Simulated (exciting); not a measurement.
# HfB2: equation of state with PBE

The system is HfB2.

```
Hf B
1.0
     3.14000    0.00000    0.00000
    -1.57000    2.71932    0.00000
     0.00000    0.00000    3.48000
Hf B
1 2
Direct
  0.00000 0.00000 0.00000
  0.66667 0.33333 0.50000
  0.33333 0.66667 0.50000
```

```
Program                                  : exciting (release sodium)
Task                                     : equation of state
Functional                               : PBE
Potentials or basis                      : all-electron LAPW+lo, shipped species files, valence relativity iora*
rgkmax                                   : 7
k mesh                                   : 10 × 10 × 8
Occupations                              : fermi-dirac, width 0.05 eV
Spin                                     : no spin polarisation
gmaxvr (cutoff of density and potential) : 14 1/bohr
lmaxapw (and lmaxmat)                    : 10
lmaxvr                                   : 8
nempty                                   : 16
Valence relativity                       : iora*
Muffin-tin radii                         : Hf 2.3, B 1.45 bohr
```

The equilibrium volume is 9.97 Å³/atom. The bulk modulus at fixed shape and positions is 250 GPa and the pressure derivative of the bulk modulus is 3.8.

Energy against volume, from the lowest point:
| volume (Å³/atom) | energy (meV/atom) |
| --- | --- |
| 9.311 | 37.41 |
| 9.509 | 17.48 |
| 9.707 | 5.25 |
| 9.905 | 0.00 |
| 10.103 | 1.07 |
| 10.301 | 7.91 |

Caveat: the cell was scaled at fixed shape and fractional positions, which overstates the stiffness of a crystal with free parameters, most of all of layers and chains. The run has no spin-orbit coupling, so splittings on Hf are missing.
